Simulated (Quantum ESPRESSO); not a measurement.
Wanted: the native input for a Quantum ESPRESSO 7.5 run.

```
Task                : single point
Functional          : PBE
Potentials or basis : SSSP 1.3 efficiency PBE
Cutoff              : 816 eV
Density cutoff      : 6531 eV
k mesh              : 6 × 6 × 3
Occupations         : fermi-dirac, width 0.05 eV
Spin                : no spin polarisation
Mixing beta         : 0.5
Most SCF iterations : 120
SCF threshold       : 8e-10 Ry
```

Slab: SnSe, a slab with vacuum.

```xyz
4
Lattice="4.2853 0.0000 0.0000 0.0000 4.2853 0.0000 0.0000 0.0000 10.9907" Properties=species:S:1:pos:R:3 pbc="T T T"
Sn    0.0000    2.1427    6.8996
Sn    2.1427    0.0000    4.0911
Se    0.0000    2.1427    4.2200
Se    2.1427    0.0000    6.7707
```

These files were run (other wordings do the same):

pw.in

```
&CONTROL
  calculation = 'scf'
  prefix = 'pwscf'
  outdir = './tmp'
  pseudo_dir = './pseudo'
  tprnfor = .true.
  tstress = .true.
  disk_io = 'low'
/
&SYSTEM
  ibrav = 0
  celldm(1) = 8
  nat = 4
  ntyp = 2
  ecutwfc = 60
  ecutrho = 480
  nbnd = 28
  occupations = 'smearing'
  smearing = 'fd'
  degauss = 0.00367493
/
&ELECTRONS
  conv_thr = 8d-10
  electron_maxstep = 120
  mixing_beta = 0.5
/
ATOMIC_SPECIES
Sn   118.7100 Sn_pbe_v1.uspp.F.UPF
Se    78.9710 Se_pbe_v1.uspp.F.UPF
CELL_PARAMETERS alat
  1.0122618970560   0.0000000000000   0.0000000000000
  0.0000000000000   1.0122618970560   0.0000000000000
  0.0000000000000   0.0000000000000   2.5961747557225
ATOMIC_POSITIONS crystal
Sn     0.0000000000    0.5000000000    0.6277708900
Sn     0.5000000000    0.0000000000    0.3722291100
Se     0.0000000000    0.5000000000    0.3839605100
Se     0.5000000000    0.0000000000    0.6160394900
K_POINTS automatic
6 6 3 0 0 0
```

pp_density.in

```
&INPUTPP
  prefix = 'pwscf'
  outdir = './tmp'
  filplot = 'density.dat'
  plot_num = 0
/
&PLOT
  nfile = 1
  filepp(1) = 'density.dat'
  iflag = 3
  output_format = 6
  fileout = 'density.cube'
/
```

pp_potential.in

```
&INPUTPP
  prefix = 'pwscf'
  outdir = './tmp'
  filplot = 'potential.dat'
  plot_num = 11
/
&PLOT
  nfile = 1
  filepp(1) = 'potential.dat'
  iflag = 3
  output_format = 6
  fileout = 'potential.cube'
/
```

Potentials or basis: SSSP 1.3 efficiency PBE.

Launch:

```sh
$ OMP_NUM_THREADS=1 mpirun -n 2 pw.x -nk 2 -in pw.in > pw.out
$ OMP_NUM_THREADS=1 mpirun -n 1 pp.x -in pp_density.in > pp_density.out
$ OMP_NUM_THREADS=1 mpirun -n 1 pp.x -in pp_potential.in > pp_potential.out
```

It gave:

```yaml
Largest_force: 0.264 eV/Å
Band_gap_on_the_k_mesh: 1.52 eV, direct
```

Caveat: spin-orbit coupling is left out, which moves the levels of the heavy elements.

It took 61 s on 2 MPI ranks on Intel(R) Xeon(R) 6975P-C (Granite Rapids) (shared host), peak memory 1.1 GiB a rank.
